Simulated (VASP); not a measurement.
# Co (P-3m1) in VASP: a series of runs

Runs on Co. Level: LDA. Tasks: single point.

Everything below comes from runs of VASP 6.6.1. Logs are shortened: lines on timing, memory, paths and dates and some standing lists are left out, and cuts for length are marked.

## (1) The crystal as given

It takes space group P-3m1 (No. 164, trigonal). Conventional cell: a = 2.487 Å, b = 2.487 Å, c = 4.063 Å, α = 90.00°, β = 90.00°, γ = 120.00°. Around Co (site symmetry 3m) lie 12 Co at 2.42 to 2.55 Å.

This isn't the form of Co at room conditions, which is hcp.

## (2) Single point, LDA, collinear spin, ferromagnetic start

INCAR reads:

```
PREC = Accurate
ENCUT = 400
EDIFF = 1E-6
ISMEAR = -1
SIGMA = 0.1
LREAL = False
LASPH = True
NELM = 100
ALGO = Normal
ISIF = 2
LWAVE = False
LCHARG = False
ISPIN = 2
MAGMOM = 2 2
LORBIT = 11
LMAXMIX = 4
GGA = CA
NBANDS = 20
ADDGRID = False
```

KPOINTS reads:

```
Automatic mesh
0
Gamma
  9 9 5
```

POSCAR reads:

```
Co
1.0
    2.4873648738      0.0000000000      0.0000000000
   -1.2436824369      2.1541211692      0.0000000000
    0.0000000000      0.0000000000      4.0632895034
Co
2
Direct
    0.3275520000      0.6759820000      0.7288160000
    0.6891290000      0.3188900000      0.2643300000
```

Potentials or basis: VASP PAW LDA potentials, release 64 (Co).

Command:

```sh
$ cat potpaw_LDA.64/Co/POTCAR > POTCAR
$ mpirun -np 1 vasp_std > vasp.out
```

OUTCAR:

```text
PREC = Accurate
   ENCUT = 400
   EDIFF = 1E-6
   ISMEAR = -1
   LREAL = False
   LASPH = True
   NELM = 100
   ISIF = 2
   ISPIN = 2
   LORBIT = 11
   GGA = CA

 Found    203 irreducible k-points:

 Following reciprocal coordinates:
            Coordinates               Weight
  0.000000  0.000000  0.000000      1.000000
  0.111111 -0.000000  0.000000      2.000000
  0.000000  0.111111  0.000000      2.000000
 -0.111111  0.111111  0.000000      2.000000
  0.222222  0.000000  0.000000      2.000000
  0.000000  0.222222  0.000000      2.000000
   k-points           NKPTS =    203   k-points in BZ     NKDIM =    203   number of bands    NBANDS=     20
   number of dos      NEDOS =    301   number of ions     NIONS =      2
   total plane-waves  NPLWV =   7168
   dimension x,y,z NGX =    16 NGY =   16 NGZ =   28
   dimension x,y,z NGXF=    32 NGYF=   32 NGZF=   56
   ions per type =               2
   NGX,Y,Z   is equivalent  to a cutoff of  10.69, 10.69, 11.46 a.u.
   NGXF,Y,Z  is equivalent  to a cutoff of  21.39, 21.39, 22.91 a.u.
 SYSTEM =  unknown system
   PREC   = accura    normal or accurate (medium, high low for compatibility)
   ISTART =      0    job   : 0-new  1-cont  2-samecut
   ICHARG =      2    charge: 1-file 2-atom 10-const
   ISPIN  =      2    spin polarized calculation?
   LNONCOLLINEAR =      F non collinear calculations
   LSORBIT =      F    spin-orbit coupling
   LASPH  =      T    aspherical Exc in radial PAW
   ENCUT  =  400.0 eV  29.40 Ry    5.42 a.u.   4.06  4.06  6.63*2*pi/ulx,y,z
   NELM   =    100;   NELMIN=  2; NELMDL= -5     # of ELM steps
   EDIFF  = 0.1E-05   stopping-criterion for ELM
   LREAL  =      F    real-space projection
   EDIFFG = 0.1E-04   stopping-criterion for IOM
   NSW    =      0    number of steps for IOM
   IBRION =     -1    ionic relax: 0-MD 1-quasi-New 2-CG
   NFREE  =      0    steps in history (QN), initial steepest desc. (CG)
   ISIF   =      2    stress and relaxation
   ISYM   =      2    0-nonsym 1-usesym 2-fastsym
   POTIM  = 0.5000    time-step for ionic-motion
   TEBEG  =    0.0;   TEEND  =   0.0 temperature during run
   PSTRESS=    0.0 pullay stress
   NELECT =      18.0000    total number of electrons
   NUPDOWN=      -1.0000    fix difference up-down
   EMIN   =  10.00;   EMAX   =-10.00  energy-range for DOS
   EFERMI =   0.00;   METHOD = LEGACY
   ISMEAR =    -1;   SIGMA  =   0.10  broadening in eV -4-tet -1-fermi 0-gaus
   EFERMI_NEDOS =   21; number of points for ismear=-14 and -15
   IALGO  =     38    algorithm
   IMIX   =      4    mixing-type and parameters
     AMIX     =   0.40;   BMIX     =  1.00
     AMIX_MAG =   1.60;   BMIX_MAG =  1.00
  volume/ion in A,a.u.               =      10.89        73.46
  Fermi-wavevector in a.u.,A,eV,Ry     =   1.536514  2.903591 32.121660  2.360875
  Thomas-Fermi vector in A             =   2.643152
   LORBIT       =     11    0 simple, 1 ext, 2 COOP (PROOUT), +10 PAW based schemes
   GGA     = CA    functional components
   LHFCALC =     F    Hartree Fock is set to
   AEXX    =    0.0000 exact exchange contribution
   IVDW    =     0    specifies the selected vdW correction
   LEPSILON=     F    determine dielectric tensor
   LRPA    =     F    only Hartree local field effects (RPA)
 spin polarized calculation
  energy-cutoff  :      400.00
  volume of cell :       21.77
 maximum number of plane-waves:       404
   NGX =  9   NGY =  9   NGZ = 13

 number of electron      18.0000003 magnetization       3.0261299

 Free energy of the ion-electron system (eV)
  ---------------------------------------------------
  ext. energy  EPLUGINS =         0.00000000
  ---------------------------------------------------
  free energy    TOTEN  =       -16.09749701 eV

  energy without entropy =      -16.03769392  energy(sigma->0) =      -16.06759547

 E-fermi :   9.9002     XC(G=0): -13.7039

 val. band max:        9.8786362042   @ k =   0.0000   0.2222   0.2000
 cond. band min:       9.9021182535   @ k =   0.0000  -0.2222   0.2000
 fundamental gap:      0.0234820494
 Fermi energy:         9.9002353302

 spin component 1

 k-point     1 :       0.0000    0.0000    0.0000
  band No.  band energies     occupation
      1       0.9778      1.00000
      2       4.7836      1.00000
      3       7.3019      1.00000
      4       7.3715      1.00000
      5       7.4505      1.00000
      6       7.6841      1.00000
[... 12 lines left out ...]
     19      36.0611      0.00000
     20      36.2170      0.00000
[... 93 lines left out ...]
 k-point     6 :       0.0000    0.2222    0.0000
  band No.  band energies     occupation
      1       2.6148      1.00000
      2       5.5779      1.00000
      3       6.5628      1.00000
      4       6.9155      1.00000
      5       7.3491      1.00000
      6       7.6841      1.00000
[... 12 lines left out ...]
     19      34.9631      0.00000
     20      38.3674      0.00000

 [... further k-points ...]

 spin component 2

 k-point     1 :       0.0000    0.0000    0.0000
  band No.  band energies     occupation
      1       1.1463      1.00000
      2       5.6428      1.00000
      3       8.6278      1.00000
      4       8.7500      0.99999
      5       8.8497      0.99997
      6       9.0776      0.99973
[... 12 lines left out ...]
     19      36.4658      0.00000
     20      36.5732      0.00000
[... 93 lines left out ...]
 k-point     6 :       0.0000    0.2222    0.0000
  band No.  band energies     occupation
      1       2.8049      1.00000
      2       6.5650      1.00000
      3       7.6677      1.00000
      4       8.0620      1.00000
      5       8.6357      1.00000
      6       9.0696      0.99975
[... 12 lines left out ...]
     19      35.1139      0.00000
     20      38.6422      0.00000

 [... further k-points ...]

------------------------ aborting loop because EDIFF is reached ----------------------------------------

  FORCE on cell =-STRESS in cart. coord.  units (eV):
  Direction    XX          YY          ZZ          XY          YZ          ZX
  --------------------------------------------------------------------------------------
  -------------------------------------------------------------------------------------
  Total       -2.5473515     -2.3068938     -2.2227242      0.2295439     -0.0982728      0.1977183
  in kB     -187.4614880   -169.7660327   -163.5719232     16.8923079     -7.2319652     14.5502367
  external PRESSURE =    -173.5998146 kB  Pullay stress =       0.0000000 kB

 VOLUME and BASIS-vectors are now :
 -----------------------------------------------------------------------------
  energy-cutoff  :      400.00
  volume of cell :       21.77
      direct lattice vectors                 reciprocal lattice vectors
     2.487364874  0.000000000  0.000000000     0.402031889  0.232113220  0.000000000
    -1.243682437  2.154121169  0.000000000     0.000000000  0.464226439  0.000000000
     0.000000000  0.000000000  4.063289503     0.000000000  0.000000000  0.246106018

 POSITION                                       TOTAL-FORCE (eV/Angst)
 -----------------------------------------------------------------------------------
     -0.02597      1.45615      2.96139         0.245979     -0.123620      0.899626
      1.31752      0.68693      1.07405        -0.245979      0.123620     -0.899626
 -----------------------------------------------------------------------------------
    total drift:                                0.000027     -0.000033      0.000070

  FREE ENERGIE OF THE ION-ELECTRON SYSTEM (eV)
  ---------------------------------------------------
  free  energy   TOTEN  =       -16.0974970108 eV

  energy  without entropy=      -16.0376939228  energy(sigma->0) =      -16.06759547

 total charge

# of ion       s       p       d       tot
------------------------------------------
    1        0.492   0.517   7.288   8.298
    2        0.492   0.517   7.288   8.298
--------------------------------------------------
tot          0.984   1.035  14.577  16.595

 magnetization (x)

# of ion       s       p       d       tot
------------------------------------------
    1       -0.013  -0.040   1.569   1.516
    2       -0.013  -0.040   1.569   1.516
--------------------------------------------------
tot         -0.027  -0.079   3.138   3.032
```

OSZICAR:

```text
N       E                     dE             d eps       ncg     rms          rms(c)
DAV:   1     0.731838125242E+02    0.73184E+02   -0.69090E+03 17232   0.103E+03
DAV:   2    -0.145248324763E+02   -0.87709E+02   -0.78913E+02 16512   0.197E+02
DAV:   3    -0.183651722600E+02   -0.38403E+01   -0.37007E+01 18524   0.507E+01
DAV:   4    -0.184242202318E+02   -0.59048E-01   -0.59007E-01 20348   0.549E+00
DAV:   5    -0.184257951754E+02   -0.15749E-02   -0.15749E-02 18804   0.829E-01    0.154E+01
DAV:   6    -0.166370952307E+02    0.17887E+01   -0.80886E+00 18352   0.591E+01    0.782E+00
DAV:   7    -0.161388478882E+02    0.49825E+00   -0.13515E+00 18596   0.222E+01    0.379E+00
DAV:   8    -0.161134497252E+02    0.25398E-01   -0.15474E-02 23116   0.101E+00    0.165E+00
DAV:   9    -0.160992513545E+02    0.14198E-01   -0.17949E-03 28476   0.729E-01    0.448E-01
DAV:  10    -0.160975226180E+02    0.17287E-02   -0.39801E-04 23412   0.229E-01    0.681E-02
DAV:  11    -0.160975041845E+02    0.18434E-04   -0.27620E-05 19940   0.420E-02    0.343E-02
DAV:  12    -0.160975003169E+02    0.38676E-05   -0.22323E-06 18200   0.132E-02    0.199E-02
DAV:  13    -0.160974970318E+02    0.32851E-05   -0.83517E-07 10260   0.114E-02    0.601E-03
DAV:  14    -0.160974970108E+02    0.20987E-07   -0.46434E-07  8912   0.657E-03
   1 F= -.16097497E+02 E0= -.16067595E+02  d E =-.598031E-01  mag=     3.0262
```

It took 32 s on 1 thread of Intel Xeon 6975P-C (Granite Rapids), shared host; peak memory 0.18 GiB.

These settings aren't checked as converged: the numbers below hold their error.

What came out:

```
Free energy                                           : -16.0975 eV
Pressure                                              : -17.4 GPa
Largest force                                         : 0.941 eV/Å
Band gap on the k mesh                                : none (metal or under the smearing width)
Net moment                                            : 3.03 μB per cell
Site moments                                          : Co +1.52 μB
Valence electrons inside the program's atomic spheres : Co 8.30
```

## (3) Single point, LDA, collinear spin, ferromagnetic start

Changes to INCAR since step 2:

```diff
@@ -1,3 +1,3 @@
 PREC = Accurate
-ENCUT = 400
+ENCUT = 280
 EDIFF = 1E-6
```

KPOINTS reads:

```
Automatic mesh
0
Gamma
  11 11 6
```

POSCAR reads:

```
Co
1.0
    2.4873648738      0.0000000000      0.0000000000
   -1.2436824369      2.1541211692      0.0000000000
    0.0000000000      0.0000000000      4.0632895034
Co
2
Direct
    0.3333333333      0.6666666667      0.7401390000
    0.6666666667      0.3333333333      0.2598610000
```

Potentials or basis: VASP PAW LDA potentials, release 64 (Co).

Command:

```sh
$ cat potpaw_LDA.64/Co/POTCAR > POTCAR
$ mpirun -np 1 vasp_std > vasp.out
```

OUTCAR:

```text
PREC = Accurate
   ENCUT = 280
   EDIFF = 1E-6
   ISMEAR = -1
   LREAL = False
   LASPH = True
   NELM = 100
   ISIF = 2
   ISPIN = 2
   LORBIT = 11
   GGA = CA

 Found     84 irreducible k-points:

 Following reciprocal coordinates:
            Coordinates               Weight
  0.000000  0.000000  0.000000      1.000000
  0.090909 -0.000000  0.000000      6.000000
  0.181818 -0.000000  0.000000      6.000000
  0.272727 -0.000000  0.000000      6.000000
  0.363636 -0.000000  0.000000      6.000000
  0.454545 -0.000000  0.000000      6.000000
   k-points           NKPTS =     84   k-points in BZ     NKDIM =     84   number of bands    NBANDS=     20
   number of dos      NEDOS =    301   number of ions     NIONS =      2
   total plane-waves  NPLWV =   4704
   dimension x,y,z NGX =    14 NGY =   14 NGZ =   24
   dimension x,y,z NGXF=    28 NGYF=   28 NGZF=   48
   ions per type =               2
   NGX,Y,Z   is equivalent  to a cutoff of   9.36,  9.36,  9.82 a.u.
   NGXF,Y,Z  is equivalent  to a cutoff of  18.71, 18.71, 19.64 a.u.
 SYSTEM =  unknown system
   PREC   = accura    normal or accurate (medium, high low for compatibility)
   ISTART =      0    job   : 0-new  1-cont  2-samecut
   ICHARG =      2    charge: 1-file 2-atom 10-const
   ISPIN  =      2    spin polarized calculation?
   LNONCOLLINEAR =      F non collinear calculations
   LSORBIT =      F    spin-orbit coupling
   LASPH  =      T    aspherical Exc in radial PAW
   ENCUT  =  280.0 eV  20.58 Ry    4.54 a.u.   3.39  3.39  5.54*2*pi/ulx,y,z
   NELM   =    100;   NELMIN=  2; NELMDL= -5     # of ELM steps
   EDIFF  = 0.1E-05   stopping-criterion for ELM
   LREAL  =      F    real-space projection
   EDIFFG = 0.1E-04   stopping-criterion for IOM
   NSW    =      0    number of steps for IOM
   IBRION =     -1    ionic relax: 0-MD 1-quasi-New 2-CG
   NFREE  =      0    steps in history (QN), initial steepest desc. (CG)
   ISIF   =      2    stress and relaxation
   ISYM   =      2    0-nonsym 1-usesym 2-fastsym
   POTIM  = 0.5000    time-step for ionic-motion
   TEBEG  =    0.0;   TEEND  =   0.0 temperature during run
   PSTRESS=    0.0 pullay stress
   NELECT =      18.0000    total number of electrons
   NUPDOWN=      -1.0000    fix difference up-down
[... 30 lines left out ...]
  ext. energy  EPLUGINS =         0.00000000
  ---------------------------------------------------
  free energy    TOTEN  =       -16.16098068 eV

  energy without entropy =      -16.10023522  energy(sigma->0) =      -16.13060795

 E-fermi :   9.8676     XC(G=0): -13.7149

 val. band max:        9.8482408501   @ k =   0.4545   0.0909   0.3333
 cond. band min:       9.8719885361   @ k =   0.2727  -0.0000   0.3333
 fundamental gap:      0.0237476860
 Fermi energy:         9.8675921678

 spin component 1

 k-point     1 :       0.0000    0.0000    0.0000
  band No.  band energies     occupation
      1       0.9741      1.00000
      2       4.8039      1.00000
      3       7.3630      1.00000
      4       7.4286      1.00000
      5       7.4286      1.00000
      6       7.7192      1.00000
[... 127 lines left out ...]
     19      32.4694      0.00000
     20      34.8422      0.00000

 [... further k-points ...]

 spin component 2

 k-point     1 :       0.0000    0.0000    0.0000
  band No.  band energies     occupation
      1       1.1450      1.00000
      2       5.6818      1.00000
      3       8.7504      0.99999
      4       8.8389      0.99997
      5       8.8389      0.99997
      6       9.1585      0.99917
[... 127 lines left out ...]
     19      32.7261      0.00000
     20      35.1968      0.00000

 [... further k-points ...]

------------------------ aborting loop because EDIFF is reached ----------------------------------------

  FORCE on cell =-STRESS in cart. coord.  units (eV):
  Direction    XX          YY          ZZ          XY          YZ          ZX
  --------------------------------------------------------------------------------------
  -------------------------------------------------------------------------------------
  Total       -2.6858764     -2.6858764     -2.9776269      0.0000000      0.0000000      0.0000000
  in kB     -197.6556416   -197.6556416   -219.1257763      0.0000000      0.0000000      0.0000000
  external PRESSURE =    -204.8123532 kB  Pullay stress =       0.0000000 kB

 VOLUME and BASIS-vectors are now :
 -----------------------------------------------------------------------------
  energy-cutoff  :      280.00
  volume of cell :       21.77
      direct lattice vectors                 reciprocal lattice vectors
     2.487364874  0.000000000  0.000000000     0.402031889  0.232113220  0.000000000
    -1.243682437  2.154121169  0.000000000     0.000000000  0.464226439  0.000000000
     0.000000000  0.000000000  4.063289503     0.000000000  0.000000000  0.246106018

 POSITION                                       TOTAL-FORCE (eV/Angst)
 -----------------------------------------------------------------------------------
     -0.00000      1.43608      3.00740        -0.000000      0.000000      0.422965
      1.24368      0.71804      1.05589         0.000000      0.000000     -0.422965
 -----------------------------------------------------------------------------------
    total drift:                                0.000000     -0.000000      0.000000

  FREE ENERGIE OF THE ION-ELECTRON SYSTEM (eV)
  ---------------------------------------------------
  free  energy   TOTEN  =       -16.1609806763 eV

  energy  without entropy=      -16.1002352198  energy(sigma->0) =      -16.13060795

 total charge

# of ion       s       p       d       tot
------------------------------------------
    1        0.488   0.514   7.274   8.276
    2        0.488   0.514   7.274   8.276
--------------------------------------------------
tot          0.976   1.027  14.549  16.552

 magnetization (x)

# of ion       s       p       d       tot
------------------------------------------
    1       -0.013  -0.040   1.598   1.544
    2       -0.013  -0.040   1.598   1.544
--------------------------------------------------
tot         -0.026  -0.081   3.195   3.088
```

OSZICAR:

```text
N       E                     dE             d eps       ncg     rms          rms(c)
DAV:   1     0.544231720670E+02    0.54423E+02   -0.54409E+03  7180   0.757E+02
DAV:   2    -0.159380994393E+02   -0.70361E+02   -0.63295E+02  6960   0.165E+02
DAV:   3    -0.184818518652E+02   -0.25438E+01   -0.24751E+01  7700   0.377E+01
DAV:   4    -0.185147668505E+02   -0.32915E-01   -0.32901E-01  7952   0.381E+00
DAV:   5    -0.185156768887E+02   -0.91004E-03   -0.91002E-03  7504   0.607E-01    0.151E+01
DAV:   6    -0.166907005642E+02    0.18250E+01   -0.79198E+00  7488   0.539E+01    0.750E+00
DAV:   7    -0.162019522790E+02    0.48875E+00   -0.12919E+00  7588   0.198E+01    0.355E+00
DAV:   8    -0.161764588212E+02    0.25493E-01   -0.11504E-02  9076   0.866E-01    0.163E+00
DAV:   9    -0.161624567117E+02    0.14002E-01   -0.14301E-03 11100   0.640E-01    0.430E-01
DAV:  10    -0.161610201321E+02    0.14366E-02   -0.32490E-04  8788   0.203E-01    0.606E-02
DAV:  11    -0.161609905713E+02    0.29561E-04   -0.18278E-05  8284   0.340E-02    0.290E-02
DAV:  12    -0.161609831007E+02    0.74706E-05   -0.22789E-06  7304   0.116E-02    0.167E-02
DAV:  13    -0.161609806151E+02    0.24855E-05   -0.72631E-07  3828   0.102E-02    0.554E-03
DAV:  14    -0.161609806763E+02   -0.61169E-07   -0.33525E-07  3448   0.511E-03
   1 F= -.16160981E+02 E0= -.16130608E+02  d E =-.607455E-01  mag=     3.0744
```

stdout:

```text
POSCAR found type information on POSCAR Co
 POSCAR found :  1 types and       2 ions
 scaLAPACK will be used
 LDA part: xc-table for (Slater(with rela. corr.)+CA(PZ))
 , standard interpolation
 POSCAR, INCAR and KPOINTS ok, starting setup
 FFT: planning ... GRIDC
 FFT: planning ... GRID_SOFT
 FFT: planning ... GRID
 WAVECAR not read
 entering main loop
```

Wall time 10 s (1 thread of Intel Xeon 6975P-C (Granite Rapids), shared host); peak memory 0.12 GiB.

These settings aren't checked as converged: the numbers below hold their error.

What came out:

| Property | Result |
| --- | --- |
| Free energy | -16.1610 eV |
| Largest force | 0.423 eV/Å |
| Band gap on the k mesh | none (metal or under the smearing width) |
| Net moment | 3.07 μB per cell |
| Site moments | Co +1.54 μB |
| Valence electrons inside the program's atomic spheres | Co 8.28 |

Caveat: the cutoff is under 1.25 times the usual one of these potentials, so pressure, stress and relaxed cells hold a basis-set (Pulay) error.

## (4) For comparison

An earlier run on the cell as given: functional PBE; potentials or basis VASP PAW PBE potentials, release 64 (Co); cutoff 520 eV; k mesh 12 × 12 × 7; occupations fermi-dirac, width 0.05 eV; collinear spin, ferromagnetic start; starting moments [2.0, 2.0] μB.

- Pressure: 0.0 GPa
- Largest force: 0.481 eV/Å
- Band gap on the k mesh: none (metal or under the smearing width)
- Net moment: 3.26 μB per cell
- Site moments: Co +1.65 μB
- Valence electrons inside the program's atomic spheres: Co 8.27
